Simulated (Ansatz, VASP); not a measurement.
**WS2: VASP beside Ansatz**

Aim: how closely do two programs agree when they are given the same cell, functional and k mesh? The cell is taken from a series of runs on this material, whose earlier steps may have relaxed, scaled, displaced or heated it; both programs get it as it stands. Other levels of theory on this material are compared in a session of their own.

Main program and level: Ansatz 0.2.0; plane waves, with VASP 6.6.1 beside it; single point at PBE, spin-orbit coupling.

### Step 1. The starting structure

The cell holds 3 atoms: 2 S and 1 W. Cell: a = 3.160 Å, b = 3.160 Å, c = 29.500 Å, α = 90.0°, β = 90.0°, γ = 120.0°. It derives from WS2. Vacuum lies along c.

As a file:

```cif
data_structure
_symmetry_space_group_name_H-M 'P 1'
_symmetry_Int_Tables_number 1
_cell_length_a 3.1597
_cell_length_b 3.1597
_cell_length_c 29.5000
_cell_angle_alpha 90.000
_cell_angle_beta 90.000
_cell_angle_gamma 120.000
_cell_volume 255.06
loop_
_atom_site_label
_atom_site_type_symbol
_atom_site_fract_x
_atom_site_fract_y
_atom_site_fract_z
_atom_site_occupancy
S1 S 0.66667 0.33333 0.44657 1
S2 S 0.66667 0.33333 0.55343 1
W3 W 0.33333 0.66667 0.50000 1
```

### Step 2. VASP: single point, PBE, spin-orbit coupling

A single point gives forces, pressure and levels at one fixed geometry, so differences don't come from the geometry; what else differs is listed under the comparison.

Lines of VASP's logs that name or quote its potential files are left out, and so is its time.

INCAR reads:

```
SYSTEM = WS2
PREC = Accurate
ENCUT = 520
EDIFF = 1E-06
NELM = 200
ISMEAR = 0
SIGMA = 0.01
LREAL = .FALSE.
ALGO = Normal
GGA = PE
LNONCOLLINEAR = .TRUE.
MAGMOM = 0 0 0 0 0 0 0 0 0
NBANDS = 30
GGA_COMPAT = .FALSE.
LASPH = .TRUE.
LSORBIT = .TRUE.
LMAXMIX = 4
LORBIT = 11
LWAVE = .FALSE.
LCHARG = .FALSE.
ISIF = 2
LDIPOL = .TRUE.
IDIPOL = 3
DIPOL = 0.5 0.5 0.5
LVHAR = .TRUE.
EFERMI = MIDGAP
NELMDL = -8
KPAR = 2
```

POSCAR reads:

```
WS2
1.0
    3.1596916238      0.0000000000      0.0000000000
   -1.5798458119      2.7363732143      0.0000000000
    0.0000000000      0.0000000000     29.5000000000
S W
2 1
Direct
    0.6666666666      0.3333333334      0.4465721937
    0.6666666666      0.3333333334      0.5534278063
    0.3333333333      0.6666666667      0.5000000000
```

KPOINTS reads:

```
Automatic mesh
0
Gamma
9 9 1
0 0 0
```

The projector-augmented-wave data sets are S and W (PBE family, release 64).

On the command line:

```bash
$ mpirun -np 2 vasp_ncl
```

Numbers of over 12 decimals in the logs are rounded to 6 here.

The program printed:

```text
[banner, memory and clock lines left out]
running    2 mpi-ranks, on    1 nodes
 distrk:  each k-point on    1 cores,    2 groups
 distr:  one band on    1 cores,    1 groups

 POSCAR found type information on POSCAR S W
 POSCAR found :  2 types and       3 ions
 LDA part: xc-table for (Slater+PW92), standard interpolation
 POSCAR, INCAR and KPOINTS ok, starting setup
 FFT: planning ... GRIDC
 FFT: planning ... GRID_SOFT
 FFT: planning ... GRID
 WAVECAR not read
 entering main loop
       N       E                     dE             d eps       ncg     rms          rms(c)
DAV:   1     0.143849163616E+03    0.14385E+03   -0.56320E+03  1188   0.851E+02
DAV:   2    -0.280219134114E+01   -0.14665E+03   -0.13595E+03  1832   0.173E+02
DAV:   3    -0.247180475883E+02   -0.21916E+02   -0.21758E+02  1564   0.777E+01
DAV:   4    -0.252875854542E+02   -0.56954E+00   -0.56662E+00  1578   0.156E+01
DAV:   5    -0.253007890754E+02   -0.13204E-01   -0.13192E-01  1464   0.235E+00
DAV:   6    -0.253013564477E+02   -0.56737E-03   -0.56731E-03  1580   0.490E-01
DAV:   7    -0.253013837036E+02   -0.27256E-04   -0.27256E-04  1562   0.994E-02
DAV:   8    -0.253013850620E+02   -0.13584E-05   -0.13582E-05  1446   0.212E-02    0.281E+01
DAV:   9    -0.240938610178E+02    0.12075E+01   -0.31736E+00  1652   0.133E+01    0.123E+01
DAV:  10    -0.239500706945E+02    0.14379E+00   -0.10959E+00  1442   0.873E+00    0.653E+00
DAV:  11    -0.238843573112E+02    0.65713E-01   -0.15047E-01  1454   0.325E+00    0.116E+00
DAV:  12    -0.238808770468E+02    0.34803E-02   -0.28228E-02  1506   0.119E+00    0.520E-01
DAV:  13    -0.238791851829E+02    0.16919E-02   -0.45804E-03  1488   0.463E-01    0.184E-01
DAV:  14    -0.238785761984E+02    0.60898E-03   -0.16822E-03  1596   0.265E-01    0.176E-01
[...]
DAV:  21    -0.238787074286E+02   -0.16053E-04   -0.37557E-07  1200   0.292E-03    0.113E-03
DAV:  22    -0.238787223459E+02   -0.14917E-04   -0.22201E-07  1052   0.178E-03    0.153E-03
DAV:  23    -0.238787358447E+02   -0.13499E-04   -0.98200E-07  1156   0.252E-03    0.150E-03
DAV:  24    -0.238787416016E+02   -0.57569E-05   -0.92814E-08  1074   0.104E-03    0.112E-03
DAV:  25    -0.238787475392E+02   -0.59376E-05   -0.18901E-07  1098   0.114E-03    0.239E-04
DAV:  26    -0.238787493933E+02   -0.18541E-05   -0.33094E-08  1024   0.619E-04    0.393E-04
DAV:  27    -0.238787504000E+02   -0.10067E-05   -0.10516E-08   880   0.378E-04    0.183E-04
DAV:  28    -0.238787511210E+02   -0.72093E-06   -0.91330E-09   914   0.315E-04
   1 F= -.23878751E+02 E0= -.23878751E+02  d E =0.000000E+00  mag=     0.0000     0.0000     0.0000
```

OUTCAR, selected parts (step 2):

```text
ion  position               nearest neighbor table
   1  0.667  0.333  0.447-   3 2.41   3 2.41   3 2.41
   2  0.667  0.333  0.553-   3 2.41   3 2.41   3 2.41
   3  0.333  0.667  0.500-   1 2.41   2 2.41   1 2.41   2 2.41   1 2.41   2 2.41

  LATTYP: Found a hexagonal cell.
 ALAT       =     3.1596916238
 C/A-ratio  =     9.3363541485

 Subroutine GETGRP returns: Found 12 space group operations
 (whereof 12 operations were pure point group operations)

The static configuration has the point symmetry D_3h.

 Found     19 irreducible k-points:

   k-points           NKPTS =     19   k-points in BZ     NKDIM =     19   number of bands    NBANDS=     30

   dimension x,y,z NGX =    24 NGY =   24 NGZ =  224
   dimension x,y,z NGXF=    48 NGYF=   48 NGZF=  448

   ENCUT  =  520.0 eV  38.22 Ry    6.18 a.u.   5.87  5.87 54.85*2*pi/ulx,y,z

   NELECT =      18.0000    total number of electrons

 k-points in reciprocal lattice and weights: Automatic mesh
   0.00000000  0.00000000  0.00000000       0.012
   0.11111111  0.00000000  0.00000000       0.037
  -0.11111111 -0.00000000  0.00000000       0.037
   0.22222222  0.00000000  0.00000000       0.037
  -0.22222222 -0.00000000  0.00000000       0.037
   0.33333333  0.00000000  0.00000000       0.037
  -0.33333333 -0.00000000  0.00000000       0.037
   0.44444444  0.00000000  0.00000000       0.037
  -0.44444444 -0.00000000  0.00000000       0.037
[...]
-0.33333333 -0.22222222  0.00000000       0.074
   0.33333333  0.33333333  0.00000000       0.025

 dipolmoment           0.000000      0.000000     -0.000000 electrons x Angstroem

 average (electrostatic) potential at core
       1 -94.7496       2 -94.7496       3 -48.9488

 E-fermi :  -2.2411

 k-point     1 :       0.0000    0.0000    0.0000
  band No.  band energies     occupation
    ...
     14      -4.9547      1.00000
     15      -4.7312      1.00000
     16      -4.7312      1.00000
     17      -3.4035      1.00000
     18      -3.4035      1.00000
     19      -0.4242      0.00000
     20      -0.4242      0.00000
     21      -0.3974      0.00000
     22      -0.3974      0.00000
     23      -0.1284      0.00000
    ...

 k-point     2 :       0.1111    0.0000    0.0000
  band No.  band energies     occupation
    ...
     14      -5.1551      1.00000
     15      -4.6509      1.00000
     16      -4.6509      1.00000
     17      -3.5104      1.00000
     18      -3.5104      1.00000
     19      -0.7466      0.00000
     20      -0.7466      0.00000
     21      -0.4474      0.00000
     22      -0.4474      0.00000
     23      -0.3509      0.00000
    ...

 k-point     3 :      -0.1111   -0.0000    0.0000
  band No.  band energies     occupation
    ...
     14      -5.1551      1.00000
     15      -4.6509      1.00000
     16      -4.6509      1.00000
     17      -3.5104      1.00000
     18      -3.5104      1.00000
     19      -0.7466      0.00000
     20      -0.7466      0.00000
     21      -0.4474      0.00000
     22      -0.4474      0.00000
     23      -0.3509      0.00000
    ...

  Total        0.7050332      0.7050332      0.0921137      0.0000000      0.0000000     -0.0000000
  in kB        4.4287187      4.4287187      0.5786193      0.0000000      0.0000000     -0.0000000
  external PRESSURE =       3.1453522 kB  Pullay stress =       0.0000000 kB

  energy-cutoff  :      520.00
  volume of cell :      255.06
      direct lattice vectors                 reciprocal lattice vectors
     3.159691624  0.000000000  0.000000000     0.316486581  0.182723613  0.000000000
    -1.579845812  2.736373214  0.000000000     0.000000000  0.365447226  0.000000000
     0.000000000  0.000000000 29.500000000     0.000000000  0.000000000  0.033898305

 POSITION                                       TOTAL-FORCE (eV/Angst)
 -----------------------------------------------------------------------------------
      1.57985      0.91212     13.17388        -0.000000     -0.000000     -0.038101
      1.57985      0.91212     16.32612         0.000000     -0.000000      0.038101
     -0.00000      1.82425     14.75000         0.000000      0.000000      0.000000
 -----------------------------------------------------------------------------------
    total drift:                                0.000000     -0.000000     -0.000000

  FREE ENERGIE OF THE ION-ELECTRON SYSTEM (eV)
  ---------------------------------------------------
  free  energy   TOTEN  =       -23.8787511210 eV

  energy  without entropy=      -23.8787511210  energy(sigma->0) =      -23.87875112

 vacuum level on the upper side and lower side of the slab         2.381         2.381

 Spin-Orbit-Coupling matrix elements
 Ion:    1  E_soc:     -0.0030515
 Ion:    2  E_soc:     -0.0030515
 Ion:    3  E_soc:     -0.3184166

 total charge
# of ion       s       p       d       tot
------------------------------------------
    1        1.359   2.361   0.000   3.721
    2        1.359   2.361   0.000   3.721
    3        0.565   0.721   4.239   5.525
--------------------------------------------------
tot          3.283   5.444   4.239  12.966

 magnetization (x)
# of ion       s       p       d       tot
------------------------------------------
    1       -0.000   0.000   0.000   0.000
    2        0.000  -0.000   0.000  -0.000
    3        0.000  -0.000   0.000   0.000
--------------------------------------------------
tot          0.000  -0.000   0.000   0.000

 magnetization (y)
# of ion       s       p       d       tot
------------------------------------------
    1        0.000   0.000   0.000   0.000
    2        0.000   0.000   0.000   0.000
    3        0.000   0.000   0.000   0.000
--------------------------------------------------
tot          0.000   0.000   0.000   0.000

 magnetization (z)
# of ion       s       p       d       tot
------------------------------------------
    1        0.000   0.000   0.000   0.000
    2        0.000   0.000   0.000   0.000
    3        0.000  -0.000  -0.000  -0.000
--------------------------------------------------
tot          0.000  -0.000  -0.000  -0.000

[... 3 further parts left out ...]
```

### Step 3. Ansatz: single point, PBE, spin-orbit coupling

Ansatz runs on its PAW fully relativistic soft_1 files.

The same cell, functional and mesh now go to Ansatz, which takes its cutoff from its data sets.

input.yaml reads:

```yaml
crystal:
  lattice:
    - [3.1596916238, 0.0, 0.0]
    - [-1.5798458119, 2.7363732143, 0.0]
    - [0.0, 0.0, 29.5]
  atoms:
    - { symbol: S, position: [0.6666666667, 0.3333333333, 0.4465721937] }
    - { symbol: W, position: [0.3333333333, 0.6666666667, 0.5] }
    - { symbol: S, position: [0.6666666667, 0.3333333333, 0.5534278063] }
  periodic: [true, true, false]
kpoints:
  mp_grid: { grid: [9, 9, 1] }
  band_path:
    path: [[0.0, 0.0, 0.0], [0.5, 0.0, 0.0], [0.3333333333, 0.3333333333, 0.0]]
    npoints: 1
hamiltonian:
  xc: pbe
  pseudopotentials: { kind: paw_fr, azcp: { folder: soft_1 } }
scf:
  occupations: { method: fixed }
  n_extra_bands: 10
magnetization:
  noncollinear: true
  spin_orbit: true
output:
  eigenvalues: true
```

On the command line:

```bash
$ ansatz run input.yaml --threads 2 --pin off --max-ram 73728MiB --backend cuda --events-out ev --progress --plain --runs-dir out --devices 1 --max-vram 13GiB
```

The program printed:

```text
scf.n_extra_bands = 10 over 26 filled bands (N_el = 26.0): the run solves 36 bands
GPUs: using 1 of 1 available (devices: 1).
Engine: ansatz 0.2.0, x86_64-unknown-linux-gnu
Pseudopotentials: kind: paw_fr
Pseudopotential: S, paw, valence charge 6, recommended cutoff 420 eV (normal), soft_1/S.paw.azcp
Pseudopotential: W, paw, valence charge 14, recommended cutoff 420 eV (normal), soft_1/W.paw.azcp
Functional definition: PBE
  parameter kappa = 0.804
  parameter beta = 0.066725
  exchange = pbe_x(kappa = kappa, mu = beta*pi^2/3)
  correlation = pbe_c(beta = beta)
non-collinear run that drives no moment, with spin-orbit: no starting moment large enough to seed its density (crystal.atoms[].spin), no starting occupations that ask for one, no magnetisation constraint and no magnetic field, so the semilocal B_xc is pinned to zero
device memory: the entry about to start is reckoned to put 4.4 GiB on a device that reports 36.9 GiB free (of which the cap on the GPU budget leaves the run 13.0 GiB)
GPU FFT provider: cuFFT
GPU libraries: cuBLAS 13.8.2, cuFFT 12.4.0, cuSOLVER 12.3.4
Crystal: 3 atoms, lattice volume = 255.060 Å³
Basis set: ecut = 420 eV, 4935 PW (Γ)
Bands: 36, of which v1, the nominal top of the filled ones, is band 26 counted from 1 (25 counted from 0)
Symmetry: 12 space group operations + 12 with time reversal
Magnetic group: BNS 187.210 (UNI 1440), of the structure as read, at distance tolerance 6.3e-5 Å
k-points: 12 of 81 (time reversal used)
Projection manifold: j_resolved (fully-relativistic pseudo-atomic orbitals)
Non-local potential: S, projectors of the file, resolved by j, l = 0: 2, l = 1: 4, l = 2: 2
Non-local potential: W, projectors of the file, resolved by j, l = 0: 3, l = 1: 4, l = 2: 4, l = 3: 2
PAW form: soft (Blöchl's): semilocal exchange-correlation on the pseudo side does not see the compensation charge
PAW one-centre angular grid: S, 110 points (default); XC on 64 Gauss nodes
PAW one-centre angular grid: W, 590 points (default); XC on 64 Gauss nodes
Initial density: superposition of atomic densities (neutral atoms: chi_scale 0, normalization atom)
Initial wavefunctions: pseudopotential atomic-orbital guess
GPU buffer pool allocated for 115200 grid points (all kernels)
GPU transforms: local potential and band sums: pruned to the plane-wave sphere, on 24×24×200
Functional: x = pbe(κ = 0.804, μ = 0.219515), c = pbe(β = 0.066725)
SCF iter   1: F=—  HF=-12217.597870 eV  |F-HF|=—  |Δ(HF+E_count)|=         —  Δρ=2.21e-2  dr2=1.44e0  dr2_m=0.00e0 (ungated)  ethr=3.10e-3  |M|=0.00e0 ∫|m|=0.00e0 μB  |m|>n=0.0e0 m-floor=0.0e0 τ_xc=0.0e0  β_m=0.30  ⟨swp⟩=7.8  Hψ=2907  notcnv=0  defer=61
preconditioner: auto → none  [insulator: Δε(μ)=1.698 eV  Ē_g=9.824 eV  n_scr=16 (ndim 8)  ℏωp=9.9 eV  f_vac=0.756  ε∞_Penn≈2.0]
SCF iter   2: F=—  HF=-12217.219230 eV  |F-HF|=—  |Δ(HF+E_count)|=   3.79e-1  Δρ=1.14e-2  dr2=3.05e-1  dr2_m=0.00e0 (ungated)  ethr=3.10e-3  |M|=0.00e0 ∫|m|=0.00e0 μB  |m|>n=0.0e0 m-floor=0.0e0 τ_xc=0.0e0  β_m=0.39  ⟨swp⟩=3.7  Hψ=990  notcnv=0  defer=69
SCF iter   3: F=—  HF=-12217.192569 eV  |F-HF|=—  |Δ(HF+E_count)|=   2.67e-2  Δρ=7.21e-3  dr2=2.83e-1  dr2_m=0.00e0 (ungated)  ethr=1.17e-3  |M|=0.00e0 ∫|m|=0.00e0 μB  |m|>n=0.0e0 m-floor=0.0e0 τ_xc=0.0e0  β_m=0.32  ⟨swp⟩=4.8  Hψ=1008  notcnv=0  defer=67
SCF iter   4: F=—  HF=-12217.153202 eV  |F-HF|=—  |Δ(HF+E_count)|=   3.94e-2  Δρ=3.88e-3  dr2=2.16e-2  dr2_m=0.00e0 (ungated)  ethr=1.09e-3  |M|=0.00e0 ∫|m|=0.00e0 μB  |m|>n=0.0e0 m-floor=0.0e0 τ_xc=0.0e0  β_m=0.46  ⟨swp⟩=4.5  Hψ=828  notcnv=0  defer=72
SCF iter   5: F=—  HF=-12217.150851 eV  |F-HF|=—  |Δ(HF+E_count)|=   2.35e-3  Δρ=5.85e-4  dr2=3.84e-4  dr2_m=0.00e0 (ungated)  ethr=8.31e-5  |M|=0.00e0 ∫|m|=0.00e0 μB  |m|>n=0.0e0 m-floor=0.0e0 τ_xc=0.0e0  β_m=0.49  ⟨swp⟩=3.5  Hψ=935  notcnv=0  defer=72
SCF iter   6: F=—  HF=-12217.150954 eV  |F-HF|=—  |Δ(HF+E_count)|=   1.03e-4  Δρ=2.03e-4  dr2=4.43e-5  dr2_m=0.00e0 (ungated)  ethr=1.48e-6  |M|=0.00e0 ∫|m|=0.00e0 μB  |m|>n=0.0e0 m-floor=0.0e0 τ_xc=0.0e0  β_m=0.69  ⟨swp⟩=3.5  Hψ=1019  notcnv=0  defer=72
SCF iter   7: F=—  HF=-12217.151002 eV  |F-HF|=—  |Δ(HF+E_count)|=   4.82e-5  Δρ=3.34e-5  dr2=5.05e-6  dr2_m=0.00e0 (ungated)  ethr=1.71e-7  |M|=0.00e0 ∫|m|=0.00e0 μB  |m|>n=0.0e0 m-floor=0.0e0 τ_xc=0.0e0  β_m=0.63  ⟨swp⟩=3.5  Hψ=972  notcnv=0  defer=72
SCF iter   8: F=—  HF=-12217.151001 eV  |F-HF|=—  |Δ(HF+E_count)|=   1.05e-6  Δρ=9.31e-6  dr2=2.62e-7  dr2_m=0.00e0 (ungated)  ethr=1.94e-8  |M|=0.00e0 ∫|m|=0.00e0 μB  |m|>n=0.0e0 m-floor=0.0e0 τ_xc=0.0e0  β_m=0.82  ⟨swp⟩=3.4  Hψ=790  notcnv=0  defer=72
SCF iter   9: F=-12217.151001 eV  HF=-12217.151001 eV  |F-HF|=2.66e-8  |Δ(HF+E_count)|=   1.93e-8  Δρ=3.06e-6  dr2=3.20e-8  dr2_m=0.00e0 (ungated)  ethr=3.85e-10  |M|=0.00e0 ∫|m|=0.00e0 μB  |m|>n=0.0e0 m-floor=0.0e0 τ_xc=0.0e0  ⟨swp⟩=30.2  Hψ=4034  notcnv=0
SCF 1 converged in 9 iterations: F = -12217.151001 eV  dr2 = 3.20e-8
  greatest PAW one-centre occupation: 0.999 electrons in one spin orbital (limit 2), on the W atom at site 1 (counted from 0), in its partial waves of l = 0
device memory: the entry about to start is reckoned to put 2.6 GiB on a device that reports 36.8 GiB free (of which the cap on the GPU budget leaves the run 13.0 GiB)
NSCF: frozen V_eff on 3 k-points
SCF converged after 9 iterations
Magnetization: |M| = 0.0000 μB,  M = (+0.0000, +0.0000, +0.0000) μB
Absolute magnetization: 0.0000 μB (∫|m|)
  site 0: m = (+0.0000, +0.0000, +0.0000) μB, |m| = 0.0000 μB  (R = 0.99 Å)
  site 1: m = (+0.0000, +0.0000, +0.0000) μB, |m| = 0.0000 μB  (R = 0.99 Å)
  site 2: m = (+0.0000, +0.0000, +0.0000) μB, |m| = 0.0000 μB  (R = 0.99 Å)
Free energy (F): -12217.151001 eV
Harris-Foulkes:  -12217.151001 eV  (|F-HF|=2.66e-8)
Internal energy: -12217.151001 eV  (E = F + TS)
E sigma→0 (E₀):  -12217.151001 eV
Fermi energy:    -5.466420 eV
--- Per-component energies (eV) ---
  E_band       = -625.048006
  E_kinetic    = 633.710797
  E_local      = -43532.146932  (includes V_loc(G=0)·N_el)
  E_nonlocal   = 40.290761
  E_hartree    = 21405.409904
  E_xc         = -445.677250
  E_vxc        = -397.063374  (∫ρ·V_xc dr)
  E_paw        = -9815.581753  (= ΣΔE_a)
  E_vpaw       = -180.639257  (= ΣTr[D̂ρ^β])
  E_aug_tail   = 0.000154  (compensation charges beyond the density's cutoff)
  E_ewald      = 19496.843319
  E_smearing   = -0.000000  (= −TS)
  E_closure    = -0.000000  (closes the sum)
  Σ components = -12217.151001   (vs F -12217.151001, Δ=0.00e0)
--- Band table (eV; the first three rows and the last of 12) ---
  k-point 0: bands = [... 22 lower, -7.1426, -7.1426, -5.7850, -5.7850, -2.8240, -2.8240, -2.7970, -2.7970, ... 6 higher]
  k-point 1: bands = [... 22 lower, -7.0586, -7.0586, -5.8921, -5.8921, -3.1452, -3.1452, -2.8426, -2.8426, ... 6 higher]
  k-point 2: bands = [... 22 lower, -7.2749, -7.2749, -6.3966, -6.3966, -3.4870, -3.4870, -3.0257, -3.0257, ... 6 higher]
  k-point 11: bands = [... 22 lower, -8.1540, -8.0848, -5.8861, -5.4664, -3.8052, -3.7698, -2.4052, -2.3766, ... 6 higher]
```

Reading the cycles: dr2 is the Hartree energy of the density residual (eV), the measure of convergence; HF is the Harris–Foulkes estimate of the energy, which meets the free energy F at convergence.

### Step 4. Differences

Known differences besides the potentials themselves: spin-orbit coupling enters by fully relativistic files in Ansatz and inside the spheres in VASP; fixed occupations in Ansatz, narrow Gaussian smearing in VASP; Ansatz cuts the interaction across the vacuum, VASP repeats the sheet with a dipole correction; the data sets hold 26 valence electrons in Ansatz (on its PAW fully relativistic soft_1 files) and 18 in VASP; the cutoff is 420 eV in Ansatz and 520 eV in VASP. Total energies have different zeros and are not compared.

Both answers:

| quantity | Ansatz | VASP | difference |
| --- | --- | --- | --- |
| gap on the k mesh (eV) | 1.661 | 1.648 | +0.013 |

A gap on the mesh is an upper bound, since the band edges may lie between its points. With vacuum in the cell, a pressure given here is an average over mostly empty space and none of the material.

### Step 5. What came out

```yaml
difference_in_gap_on_the_k_mesh_single_point_pbe_spin_orbit_coupling: 0.013 eV
```

The difference in gap on the k mesh is 0.013 eV (single point, PBE, spin-orbit coupling), within the 0.08 eV picked in this series as the mark of a large difference. The data sets hold unlike numbers of valence electrons (26 in Ansatz and 18 in VASP), so part of the differences comes from the potentials. 5 further runs of this series are not shown here. How closely two codes agree says nothing of how well the functional describes the real material.

[Lines on the potential files, build, host, timing and source positions are cut from VASP's logs without a mark.]

[Logs are printed without paths, hosts, clocks, repeated set-up lines and the standing remarks that a program may print on its own settings, such as how far it seeks lower states.]

[Hosts, paths, dates, database ids (printed as entryN), source tags and the programs' standing remarks are cut or masked in the printed files.]
